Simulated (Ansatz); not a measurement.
# TaN: an energy map of one atom

Aim: for TaN, map the energy of atom 2 (N) over a plane.

Program: Ansatz 0.2.0. Level of theory: DFT PBE, scalar-relativistic, plane waves, PAW. These are calculated values, not measurements.

3 further runs of the same task are left out: 3 set aside as unsound or not needed. Runs told in other sessions of the task aren't counted.

**1. The system as given**

The structure is cubic, space group Fm-3m (No. 225). Conventional cell: a = 4.417 Å, b = 4.417 Å, c = 4.417 Å, α = 90.00°, β = 90.00°, γ = 90.00°. Around Ta (site symmetry m-3m) lie 6 N at 2.21 Å. N (site symmetry m-3m) is surrounded by 6 Ta at 2.21 Å.

Coordinates:

```cif
data_structure
_symmetry_space_group_name_H-M 'Fm-3m'
_symmetry_Int_Tables_number 225
_cell_length_a 4.4173
_cell_length_b 4.4173
_cell_length_c 4.4173
_cell_angle_alpha 90.000
_cell_angle_beta 90.000
_cell_angle_gamma 90.000
_cell_volume 86.19
loop_
_atom_site_label
_atom_site_type_symbol
_atom_site_symmetry_multiplicity
_atom_site_Wyckoff_symbol
_atom_site_fract_x
_atom_site_fract_y
_atom_site_fract_z
_atom_site_occupancy
Ta1 Ta 4 b 0.50000 0.00000 0.00000 1
N1 N 4 a 0.00000 0.00000 0.00000 1
```

It is the result of an earlier relaxation at this level (volume 10.77 Å³/atom; gap on the mesh: none (metal)).

**2. The reference cell**

The reference gives a free energy of -10317.9224 eV, pressure -0.02 GPa, largest force 0.000 eV/Å and gap on the mesh none (metal). It was computed beforehand with the settings of the runs below.

**3. The scan: an energy map of one atom**

Atom 2 (N) is moved by p along (0.707, 0.707, 0.000) and q along (0.000, 0.000, 1.000) (Å), all else fixed; its images in the other cells move with it. Points alike by symmetry are run once.

**4. Point p = -0.600, q = -0.600**

input.yaml

```yaml
crystal:
  lattice:
    - [0.0, 2.208634778, 2.208634778]
    - [2.208634778, 0.0, 2.208634778]
    - [2.208634778, 2.208634778, 0.0]
  atoms:
    - { symbol: Ta, position: [0.5, 0.5, 0.5] }
    - { symbol: "N", position: [-0.1358305153, -0.1358305153, -0.0562628416] }
basis:
  ecutwfc: 420
kpoints:
  mp_grid: { grid: [24, 24, 24] }
hamiltonian:
  xc: pbe
scf:
  occupations: { method: gaussian, width: 0.15 }
output:
  forces: true
  stress: true
  eigenvalues: true
  write_density: true
  write_potential: true
  elf: true
  volumetric_format: npy
```

Started as:

```sh
ansatz run input.yaml --threads 2 --pin off --max-ram 5120MiB --backend cpu --events-out ev --progress --plain --runs-dir out
```

**5. Point p = -0.600, q = 0.000**

input.yaml, as its differences from that of step 4:

```diff
@@ -7,3 +7,3 @@
     - { symbol: Ta, position: [0.5, 0.5, 0.5] }
-    - { symbol: "N", position: [-0.1358305153, -0.1358305153, -0.0562628416] }
+    - { symbol: "N", position: [0.0, 0.0, -0.1920933569] }
 basis:
@@ -20,5 +20 @@
   eigenvalues: true
-  write_density: true
-  write_potential: true
-  elf: true
-  volumetric_format: npy
```

**6. At p = 0.000, q = -0.600**

input.yaml, as its differences from that of step 5:

```diff
@@ -7,3 +7,3 @@
     - { symbol: Ta, position: [0.5, 0.5, 0.5] }
-    - { symbol: "N", position: [0.0, 0.0, -0.1920933569] }
+    - { symbol: "N", position: [-0.1358305153, -0.1358305153, 0.1358305153] }
 basis:
```

**7. p = -0.600, q = -0.300**

input.yaml, as its differences from that of step 6:

```diff
@@ -7,3 +7,3 @@
     - { symbol: Ta, position: [0.5, 0.5, 0.5] }
-    - { symbol: "N", position: [-0.1358305153, -0.1358305153, 0.1358305153] }
+    - { symbol: "N", position: [-0.0679152576, -0.0679152576, -0.1241780993] }
 basis:
```

**8. At p = -0.300, q = -0.600**

input.yaml, as its differences from that of step 7:

```diff
@@ -7,3 +7,3 @@
     - { symbol: Ta, position: [0.5, 0.5, 0.5] }
-    - { symbol: "N", position: [-0.0679152576, -0.0679152576, -0.1241780993] }
+    - { symbol: "N", position: [-0.1358305153, -0.1358305153, 0.0397838368] }
 basis:
@@ -20 +20,5 @@
   eigenvalues: true
+  write_density: true
+  write_potential: true
+  elf: true
+  volumetric_format: npy
```

**9. At p = -0.300, q = 0.000**

input.yaml, as its differences from that of step 8:

```diff
@@ -7,3 +7,3 @@
     - { symbol: Ta, position: [0.5, 0.5, 0.5] }
-    - { symbol: "N", position: [-0.1358305153, -0.1358305153, 0.0397838368] }
+    - { symbol: "N", position: [0.0, 0.0, -0.0960466785] }
 basis:
@@ -20,5 +20 @@
   eigenvalues: true
-  write_density: true
-  write_potential: true
-  elf: true
-  volumetric_format: npy
```

**10. At p = 0.000, q = -0.300**

input.yaml, as its differences from that of step 9:

```diff
@@ -7,3 +7,3 @@
     - { symbol: Ta, position: [0.5, 0.5, 0.5] }
-    - { symbol: "N", position: [0.0, 0.0, -0.0960466785] }
+    - { symbol: "N", position: [-0.0679152576, -0.0679152576, 0.0679152576] }
 basis:
```

**11. At p = -0.300, q = -0.300**

input.yaml, as its differences from that of step 10:

```diff
@@ -7,3 +7,3 @@
     - { symbol: Ta, position: [0.5, 0.5, 0.5] }
-    - { symbol: "N", position: [-0.0679152576, -0.0679152576, 0.0679152576] }
+    - { symbol: "N", position: [-0.0679152576, -0.0679152576, -0.0281314208] }
 basis:
```

(Steps that only read results are left out.)

**Question.** What will these runs give? Wanted: highest point; lowest point away from the origin.

The runs gave:

| quantity | value |
| --- | --- |
| highest point | 3.132 eV/cell at (p, q) = (-0.600, -0.600) |
| lowest point away from the origin | 0.388 eV/cell at (-0.300, 0.000) |

In words: No computed point lies below the origin. Read as harmonic, the points at ±0.300 Å give force constants of 8.62 eV/Å² along p and 9.58 eV/Å² along q: the atom moves more easily along p. Spin-orbit coupling is left out for Ta. Where forces pass 15 eV/Å atoms stand far too close, the PAW spheres overlap strongly and those numbers are rough.
